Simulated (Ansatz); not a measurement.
## InPd in Ansatz: the effect of target pressure

InPd:

```xyz
2
Lattice="3.2719 0.0000 0.0000 0.0000 3.2719 0.0000 0.0000 0.0000 3.2719" Properties=species:S:1:pos:R:3 pbc="T T T"
In    0.0000    0.0000    0.0000
Pd    1.6359    1.6359    1.6359
```

The cell comes from a database or a generator and needn't be the stable form of this composition.

Alike in all runs:

- Program: Ansatz 0.2.0
- Task: relaxation of cell and atoms
- Functional: PBE
- Potentials or basis: Ansatz PAW
- Cutoff: 420 eV (not typed: the program's choice for these potentials)
- k mesh: 8 × 8 × 8
- Occupations: fermi-dirac, width 0.05 eV
- Spin: no spin polarisation

Each run relaxes the cell or the atoms first.

```tsv
target pressure	relaxed volume (Å³/atom)
0 GPa	?
2 GPa	17.74
5 GPa	17.34
10 GPa	16.78
20 GPa	15.92
30 GPa	15.27
```

Question: What does the run with target pressure 0 GPa give?

Answer: Relaxed volume 18.04 Å³/atom.

Worked out: In Murnaghan's law V^(-B') rises as a straight line in P. The other rows fit best with B' = 5.1, V0 = 18.04 Å³/atom and B0 = 114 GPa, which gives 18.04 Å³/atom at 0 GPa, against the run's 18.04.

Caveats: the plane-wave basis is chosen anew once the cell has moved, so the energies of steps on either side of that aren't comparable.
